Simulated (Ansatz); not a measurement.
# MgI2: the cost of one run

Program: Ansatz 0.2.0. Level of theory: DFT PBEsol, scalar-relativistic. These are calculated values, not measurements.

## (1) The structure to begin with

It takes space group P-3m1 (No. 164, trigonal). The conventional cell has a = 4.154 Å, b = 4.154 Å, c = 6.862 Å, α = 90.00°, β = 90.00°, γ = 120.00°. Mg (site symmetry -3m) is surrounded by 6 I at 2.92 Å. Around I (site symmetry 3m) lie 3 Mg at 2.92 Å.

Structure file:

```
Mg I
1.0
     4.15370    0.00000    0.00000
    -2.07685    3.59721    0.00000
     0.00000    0.00000    6.86200
Mg I
1 2
Direct
  0.00000 0.00000 0.00000
  0.33333 0.66667 0.75763
  0.66667 0.33333 0.24237
```

Atoms are numbered in the order of the input: Mg1, I2, I3.

## (2) The deformed structure

Space group P-3m1 before, P-1 after.

## (3) All-electron LAPW

Input file input.yaml:

```yaml
crystal:
  lattice:
    - [4.1537001214, 0.0207685006, 0.0207685006]
    - [-2.0588640116, 3.5868255745, 0.0076017988]
    - [0.03431, 0.03431, 6.862]
  atoms:
    - { symbol: Mg, position: [0.0, 0.0, 0.0] }
    - { symbol: I, position: [0.3333333333, 0.6666666667, 0.75763] }
    - { symbol: I, position: [0.6666666667, 0.3333333333, 0.24237] }
kpoints:
  mp_grid: { grid: [7, 7, 4] }
  band_path:
    path:
      - [0.0, 0.0, 0.0]
      - [0.0, -0.5, 0.0]
      - [0.0, 0.0, 0.5]
      - [0.0, 0.0, 0.0]
      - [-0.5, 0.0, 0.0]
      - [-0.5, 0.5, -0.5]
      - [0.0, 0.0, 0.0]
      - [-0.5, 0.0, -0.5]
      - [-0.5, 0.5, 0.0]
    npoints: 5
scf:
  occupations: { method: fermi_dirac, width: 0.03 }
hamiltonian:
  xc: pbesol
  pseudopotentials: { kind: all_electron, lapw: { basis_error: 0.001 } }
output:
  forces: true
  stress: true
  eigenvalues: true
```

On the command line:

```sh
$ ansatz run input.yaml --threads 1 --pin off --max-ram 4096MiB --backend cpu --events-out ev --progress --plain --runs-dir out
```

What time and memory should one allow on 1 thread of Arm Neoverse V1, shared host?

About 53 s, with a peak of 0.54 GiB.
